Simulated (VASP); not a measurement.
# ZnS (Wurtzite-4H) (P6_3mc) in VASP: single point with PBE

Aim: the single point of ZnS (Wurtzite-4H) with PBE.

Everything below comes from runs of VASP 6.6.1. Logs are shortened: lines on timing, memory, paths and dates and some standing lists are left out, and cuts for length are marked.

**What was measured.**

From a printed reference work, monograph, for a bulk crystal of ZnS at 4 K: band gap 3.911 eV (direct).

How close the calculation comes is told below.

**1. The cell of the first run**

Symmetry: P6_3mc, No. 186, hexagonal system. The conventional cell has a = 3.823 Å, b = 3.823 Å, c = 12.520 Å, α = 90.00°, β = 90.00°, γ = 120.00°. Zn (site symmetry 3m) has 4 S at 2.34 to 2.35 Å within 3.1 Å. Within 3.1 Å of Zn (site symmetry 3m) lie 4 S at 2.34 to 2.35 Å. S (site symmetry 3m) has 4 Zn at 2.34 to 2.35 Å within 3.1 Å. S (site symmetry 3m) has 4 Zn at 2.34 to 2.35 Å within 3.1 Å.

**2. Single point, PBE**

INCAR reads:

```
PREC = Accurate ; ENCUT = 520
EDIFF = 1E-6 ; ISMEAR = -1
SIGMA = 0.02 ; LREAL = False
LASPH = True ; NELM = 100
ALGO = Normal ; ISIF = 2
LWAVE = False ; LCHARG = False
GGA = PE ; NBANDS = 46
```

KPOINTS reads:

```
Automatic mesh
0
Gamma
  6 6 2
```

POSCAR reads:

```
ZnS
1.0
    3.8227000000      0.0000000000      0.0000000000
   -1.9113500000      3.3105553110      0.0000000000
    0.0000000000      0.0000000000     12.5200000000
Zn S
4 4
Direct
    0.0000000000      0.0000000000      0.0000367430
    0.0000000000      0.0000000000      0.5000367430
    0.3333333333      0.6666666667      0.2500350258
    0.6666666667      0.3333333333      0.7500350258
    0.0000000000      0.0000000000      0.1873400115
    0.0000000000      0.0000000000      0.6873400115
    0.3333333333      0.6666666667      0.4375882198
    0.6666666667      0.3333333333      0.9375882198
```

Potentials or basis: VASP PAW PBE potentials, release 64 (Zn, S).

Command:

```
$ cat potpaw_PBE.64/Zn/POTCAR potpaw_PBE.64/S/POTCAR > POTCAR
$ mpirun -np 1 vasp_std > vasp.out
```

OUTCAR:

```text
PREC = Accurate
   ENCUT = 520
   EDIFF = 1E-6
   ISMEAR = -1
   LREAL = False
   LASPH = True
   NELM = 100
   ISIF = 2
   GGA = PE

 ion  position               nearest neighbor table
   1  0.000  0.000  0.000-   8 2.34   8 2.34   8 2.34   5 2.35
   2  0.000  0.000  0.500-   7 2.34   7 2.34   7 2.34   6 2.35
   3  0.333  0.667  0.250-   5 2.34   5 2.34   5 2.34   7 2.35
   4  0.667  0.333  0.750-   6 2.34   6 2.34   6 2.34   8 2.35
   5  0.000  0.000  0.187-   3 2.34   3 2.34   3 2.34   1 2.35
   6  0.000  0.000  0.687-   4 2.34   4 2.34   4 2.34   2 2.35
   7  0.333  0.667  0.438-   2 2.34   2 2.34   2 2.34   3 2.35
   8  0.667  0.333  0.938-   1 2.34   1 2.34   1 2.34   4 2.35

  LATTYP: Found a hexagonal cell.
 ALAT       =     3.8227000000
 C/A-ratio  =     3.2751719988

  Lattice vectors:

 A1 = (   3.8227000000,   0.0000000000,   0.0000000000)
 A2 = (  -1.9113500000,   3.3105553110,   0.0000000000)
 A3 = (   0.0000000000,   0.0000000000,  12.5200000000)

Analysis of symmetry for initial positions (statically):
[... 6 lines left out ...]

 Subroutine GETGRP returns: Found 12 space group operations
 (whereof  6 operations were pure point group operations)
 out of a pool of 24 trial point group operations.

The static configuration has the point symmetry C_3v.
 The point group associated with its full space group is C_6v.

Analysis of symmetry for dynamics (positions and initial velocities):
[... 6 lines left out ...]

 Subroutine GETGRP returns: Found 12 space group operations
 (whereof  6 operations were pure point group operations)
 out of a pool of 24 trial point group operations.

The dynamic configuration has the point symmetry C_3v.
 The point group associated with its full space group is C_6v.

 Subroutine INISYM returns: Found 12 space group operations
 (whereof  6 operations are pure point group operations),
 and found     1 'primitive' translations

----------------------------------------------------------------------------------------

                                     Primitive cell

  volume of cell :     158.4439

  direct lattice vectors                    reciprocal lattice vectors
     3.822700000  0.000000000  0.000000000     0.261595208  0.151032064  0.000000000
    -1.911350000  3.310555311  0.000000000     0.000000000  0.302064127  0.000000000
     0.000000000  0.000000000 12.520000000     0.000000000  0.000000000  0.079872204

  length of vectors
     3.822700000  3.822700000 12.520000000     0.302064127  0.302064127  0.079872204

  position of ions in fractional coordinates (direct lattice)
     0.000000000  0.000000000  0.000036743
     0.000000000  0.000000000  0.500036743
     0.333333333  0.666666667  0.250035026
     0.666666667  0.333333333  0.750035026
     0.000000000  0.000000000  0.187340011
     0.000000000  0.000000000  0.687340011
     0.333333333  0.666666667  0.437588220
     0.666666667  0.333333333  0.937588220

  ion indices of the primitive-cell ions
   primitive index   ion index
                 1           1
                 2           2
                 3           3
                 4           4
                 5           5
                 6           6
                 7           7
                 8           8

----------------------------------------------------------------------------------------

 KPOINTS: Automatic mesh

Automatic generation of k-mesh.
 Grid dimensions read from file:
 generate k-points for:    6    6    2

 Generating k-lattice:

  Cartesian coordinates                     Fractional coordinates (reciprocal lattice)
     0.043599201  0.025172011  0.000000000     0.166666667  0.000000000  0.000000000
     0.000000000  0.050344021  0.000000000     0.000000000  0.166666667  0.000000000
     0.000000000  0.000000000  0.039936102     0.000000000  0.000000000  0.500000000

  Length of vectors
     0.050344021  0.050344021  0.039936102

  Shift w.r.t. Gamma in fractional coordinates (k-lattice)
     0.000000000  0.000000000  0.000000000

 Subroutine IBZKPT returns following result:
 ===========================================

 Found     14 irreducible k-points:

 Following reciprocal coordinates:
            Coordinates               Weight
  0.000000  0.000000  0.000000      1.000000
  0.166667  0.000000  0.000000      6.000000
  0.333333  0.000000  0.000000      6.000000
  0.500000  0.000000  0.000000      3.000000
  0.166667  0.166667  0.000000      6.000000
  0.333333  0.166667  0.000000     12.000000
  0.333333  0.333333  0.000000      2.000000
  0.000000  0.000000  0.500000      1.000000
  0.166667  0.000000  0.500000      6.000000
  0.333333  0.000000  0.500000      6.000000
  0.500000  0.000000  0.500000      3.000000
  0.166667  0.166667  0.500000      6.000000
  0.333333  0.166667  0.500000     12.000000
  0.333333  0.333333  0.500000      2.000000
   k-points           NKPTS =     14   k-points in BZ     NKDIM =     14   number of bands    NBANDS=     46
   number of dos      NEDOS =    301   number of ions     NIONS =      8
   total plane-waves  NPLWV =  75264
   dimension x,y,z NGX =    28 NGY =   28 NGZ =   96
   dimension x,y,z NGXF=    56 NGYF=   56 NGZF=  192
   ions per type =               4   4
   NGX,Y,Z   is equivalent  to a cutoff of  12.18, 12.18, 12.75 a.u.
   NGXF,Y,Z  is equivalent  to a cutoff of  24.35, 24.35, 25.49 a.u.
 SYSTEM =  unknown system
   PREC   = accura    normal or accurate (medium, high low for compatibility)
   ISTART =      0    job   : 0-new  1-cont  2-samecut
   ICHARG =      2    charge: 1-file 2-atom 10-const
   ISPIN  =      1    spin polarized calculation?
   LNONCOLLINEAR =      F non collinear calculations
   LSORBIT =      F    spin-orbit coupling
   LASPH  =      T    aspherical Exc in radial PAW
   ENCUT  =  520.0 eV  38.22 Ry    6.18 a.u.   7.11  7.11 23.28*2*pi/ulx,y,z
   NELM   =    100;   NELMIN=  2; NELMDL= -5     # of ELM steps
   EDIFF  = 0.1E-05   stopping-criterion for ELM
   LREAL  =      F    real-space projection
   EDIFFG = 0.1E-04   stopping-criterion for IOM
   NSW    =      0    number of steps for IOM
   IBRION =     -1    ionic relax: 0-MD 1-quasi-New 2-CG
   NFREE  =      0    steps in history (QN), initial steepest desc. (CG)
   ISIF   =      2    stress and relaxation
   ISYM   =      2    0-nonsym 1-usesym 2-fastsym
   POTIM  = 0.5000    time-step for ionic-motion
   TEBEG  =    0.0;   TEEND  =   0.0 temperature during run
   PSTRESS=    0.0 pullay stress
   NELECT =      72.0000    total number of electrons
   NUPDOWN=      -1.0000    fix difference up-down
   EMIN   =  10.00;   EMAX   =-10.00  energy-range for DOS
   EFERMI =   0.00;   METHOD = LEGACY
   ISMEAR =    -1;   SIGMA  =   0.02  broadening in eV -4-tet -1-fermi 0-gaus
   EFERMI_NEDOS =   21; number of points for ismear=-14 and -15
   IALGO  =     38    algorithm
   IMIX   =      4    mixing-type and parameters
     AMIX     =   0.40;   BMIX     =  1.00
     AMIX_MAG =   1.60;   BMIX_MAG =  1.00
  volume/ion in A,a.u.               =      19.81       133.65
  Fermi-wavevector in a.u.,A,eV,Ry     =   1.258618  2.378443 21.553244  1.584119
  Thomas-Fermi vector in A             =   2.392218
   LORBIT       =      0    0 simple, 1 ext, 2 COOP (PROOUT), +10 PAW based schemes
   GGA     = PE    functional components
[... 5 lines left out ...]
 non-spin polarized calculation
  energy-cutoff  :      520.00
  volume of cell :      158.44
 maximum number of plane-waves:      4296
   NGX = 15   NGY = 15   NGZ = 47

 number of electron      71.9999983 magnetization

 Free energy of the ion-electron system (eV)
  ---------------------------------------------------
  ext. energy  EPLUGINS =         0.00000000
  ---------------------------------------------------
  free energy    TOTEN  =       -27.37780990 eV

  energy without entropy =      -27.37780990  energy(sigma->0) =      -27.37780990

 E-fermi :   2.5258     XC(G=0):  -9.6078

 val. band max:        2.0803831315   @ k =   0.0000   0.0000   0.0000
 cond. band min:       4.2115697193   @ k =   0.0000   0.0000   0.0000
 fundamental gap:      2.1311865878
 Fermi energy:         2.5257887869

 k-point     1 :       0.0000    0.0000    0.0000
  band No.  band energies     occupation
      1     -11.0456      2.00000
      2     -10.6302      2.00000
      3     -10.6216      2.00000
      4     -10.1256      2.00000
      5      -4.2457      2.00000
      6      -4.2409      2.00000
[... 38 lines left out ...]
     45       8.7423      0.00000
     46       8.8918      0.00000

 k-point     2 :       0.1667    0.0000    0.0000
  band No.  band energies     occupation
      1     -10.8650      2.00000
      2     -10.4824      2.00000
      3     -10.4736      2.00000
      4     -10.0282      2.00000
      5      -4.2572      2.00000
      6      -4.2388      2.00000
[... 38 lines left out ...]
     45       8.8583      0.00000
     46       8.9593      0.00000

 k-point     3 :       0.3333    0.0000    0.0000
  band No.  band energies     occupation
      1     -10.4315      2.00000
      2     -10.1566      2.00000
      3     -10.1480      2.00000
      4      -9.8537      2.00000
      5      -4.2729      2.00000
      6      -4.2210      2.00000
[... 38 lines left out ...]
     45       9.1043      0.00000
     46       9.6554      0.00000

 k-point     4 :       0.5000    0.0000    0.0000
  band No.  band energies     occupation
      1     -10.1297      2.00000
      2      -9.9768      2.00000
      3      -9.9703      2.00000
      4      -9.8148      2.00000
      5      -4.2753      2.00000
      6      -4.1798      2.00000
[... 430 lines left out ...]
     45       9.1654      0.00000
     46       9.1655      0.00000

 k-point    13 :       0.3333    0.1667    0.5000
  band No.  band energies     occupation
      1     -10.0961      2.00000
      2     -10.0961      2.00000
      3      -9.8574      2.00000
      4      -9.8574      2.00000
      5      -4.1874      2.00000
      6      -4.1874      2.00000
[... 38 lines left out ...]
     45       9.4054      0.00000
     46       9.4054      0.00000

 k-point    14 :       0.3333    0.3333    0.5000
  band No.  band energies     occupation
      1      -9.8956      2.00000
      2      -9.8956      2.00000
      3      -9.8838      2.00000
      4      -9.8838      2.00000
      5      -4.1721      2.00000
      6      -4.1721      2.00000
[... 38 lines left out ...]
     45       9.5583      0.00000
     46       9.5583      0.00000

------------------------ aborting loop because EDIFF is reached ----------------------------------------

  FORCE on cell =-STRESS in cart. coord.  units (eV):
  Direction    XX          YY          ZZ          XY          YZ          ZX
  --------------------------------------------------------------------------------------
  -------------------------------------------------------------------------------------
  Total        1.5069138      1.5069138      1.3719115      0.0000000      0.0000000      0.0000000
  in kB       15.2378464     15.2378464     13.8727095      0.0000000      0.0000000      0.0000000
  external PRESSURE =      14.7828008 kB  Pullay stress =       0.0000000 kB

 VOLUME and BASIS-vectors are now :
 -----------------------------------------------------------------------------
  energy-cutoff  :      520.00
  volume of cell :      158.44
      direct lattice vectors                 reciprocal lattice vectors
     3.822700000  0.000000000  0.000000000     0.261595208  0.151032064  0.000000000
    -1.911350000  3.310555311  0.000000000     0.000000000  0.302064127  0.000000000
     0.000000000  0.000000000 12.520000000     0.000000000  0.000000000  0.079872204

 POSITION                                       TOTAL-FORCE (eV/Angst)
 -----------------------------------------------------------------------------------
      0.00000      0.00000      0.00046         0.000000     -0.000000      0.015494
      0.00000      0.00000      6.26046         0.000000     -0.000000      0.015494
     -0.00000      2.20704      3.13044         0.000000      0.000000      0.007416
      1.91135      1.10352      9.39044         0.000000     -0.000000      0.007416
      0.00000      0.00000      2.34550        -0.000000      0.000000     -0.020051
      0.00000      0.00000      8.60550         0.000000     -0.000000     -0.020051
     -0.00000      2.20704      5.47860         0.000000      0.000000     -0.002858
      1.91135      1.10352     11.73860        -0.000000     -0.000000     -0.002858
 -----------------------------------------------------------------------------------
    total drift:                               -0.000001     -0.000002      0.000047

  FREE ENERGIE OF THE ION-ELECTRON SYSTEM (eV)
  ---------------------------------------------------
  free  energy   TOTEN  =       -27.3778099033 eV

  energy  without entropy=      -27.3778099033  energy(sigma->0) =      -27.37780990
```

Wall time 94 s (1 thread of Intel Xeon Platinum 8375C at 2.90GHz (Ice Lake), shared host); peak memory 0.29 GiB.

Results:

```
Free energy            : -27.3778 eV
Pressure               : 1.5 GPa
Largest force          : 0.020 eV/Å
Band gap on the k mesh : 2.13 eV, direct
```

Forces on the atoms (eV/Å):
```
Zn   0.000  0.000  0.015
Zn   0.000  0.000  0.015
Zn   0.000  0.000  0.007
Zn   0.000  0.000  0.007
S    0.000  0.000 -0.020
S    0.000  0.000 -0.020
S    0.000  0.000 -0.003
S    0.000  0.000 -0.003
```

Stress tensor (GPa, compression positive):
```
1.52 0.00 0.00
0.00 1.52 0.00
0.00 0.00 1.39
```

**3. Comparison with measurements**

Step 2. A measured gap of ZnS is 3.911 eV (direct; 4 K; a printed reference work, monograph); the calculated 2.13 eV misses it by -1.78 eV. The value is that of PBE, without temperature or zero-point motion. Semilocal functionals fall short of measured gaps as a rule.
